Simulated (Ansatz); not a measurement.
KF built on the wurtzite prototype (no longer in that coordination), relaxed with r2SCAN in Ansatz. The symmetry is P6_3/mmc (No. 194, hexagonal); a = 4.485 Å, c = 5.271 Å in the conventional setting, 22.96 Å³ an atom. K is surrounded by 5 F at 2.59–2.64 Å; F is surrounded by 5 K at 2.59–2.64 Å. The cell started from the wurtzite prototype, but the relaxation took it to the higher symmetry P6_3/mmc (No. 194), so the name no longer describes it.

The axes x, y and z are those of this cell:
```xyz
4
Lattice="4.4850 0.0000 0.0000 -2.2425 3.8841 0.0000 0.0000 0.0000 5.2713" Properties=species:S:1:pos:R:3 pbc="T T T"
K     0.0000    2.5894   -0.3295
K     2.2425    1.2947    2.3062
F     0.0000    2.5894    2.3062
F     2.2425    1.2947    4.9418
```

Unstrained: PBE gives a direct gap of 5.382 eV at Γ. r2SCAN gives a direct gap of 5.961 eV at Γ. The HSE06 gap is direct at Γ: 7.273 eV. Meshes: PBE 6×6×6, r2SCAN 6×6×6, HSE06 6×6×4. Strains are changes of length per length, and xy shears are angles. After each strain the atoms were relaxed again with r2SCAN in this cell and within any symmetry left, so distortions that break it or need a larger cell weren't tested; points keep the names that they have in the unstrained zone. All values are calculated for a non-magnetic cell, which may be hypothetical.

Q: Estimate what uniaxial +4.0 % along x, other directions held does to the gap.

A: PBE: the gap goes from 5.382 to 5.236 eV (-0.146 eV). r2SCAN: the gap goes from 5.961 to 5.829 eV (-0.132 eV). HSE06: the gap goes from 7.273 to 7.117 eV (-0.156 eV). The r2SCAN energy rises by 3.7 meV an atom.

Q: Estimate what xy shear, engineering strain (angle) +4.0 % does to the gap.

A: PBE: the gap goes from 5.382 to 5.381 eV (-0.001 eV). r2SCAN: the gap goes from 5.961 to 5.960 eV (-0.001 eV). HSE06: the gap goes from 7.273 to 7.272 eV (-0.001 eV). The r2SCAN energy rises by 0.2 meV an atom.

Q: Estimate what epitaxial -1.0 % in the xy plane, free normal strain +0.47 % does to the gap.

A: PBE: the gap goes from 5.382 to 5.450 eV (+0.068 eV). r2SCAN: the gap goes from 5.961 to 6.023 eV (+0.063 eV). HSE06: the gap goes from 7.273 to 7.345 eV (+0.072 eV). The r2SCAN energy rises by 0.9 meV an atom.

Q: For epitaxial -3.0 % in the xy plane, how far does the free direction move, and what happens to the gap?

A: The normal strain at zero normal stress is +1.16 %, 0.39 of the in-plane strain with the sign turned. PBE: the gap goes from 5.382 to 5.587 eV (+0.204 eV); the edges move from Γ to K → Γ; least and direct gap lie within 0.04 eV, so its kind isn't settled. r2SCAN: the gap goes from 5.961 to 6.142 eV (+0.181 eV); it turns from direct (Γ) to indirect (K → Γ); least and direct gap lie within 0.04 eV, so its kind isn't settled. HSE06: the gap goes from 7.273 to 7.485 eV (+0.212 eV); it turns from direct (Γ) to indirect (K → Γ); least and direct gap lie within 0.04 eV, so its kind isn't settled.

The meshes of the hybrids are coarse, so their gaps aren't converged to the digits shown.
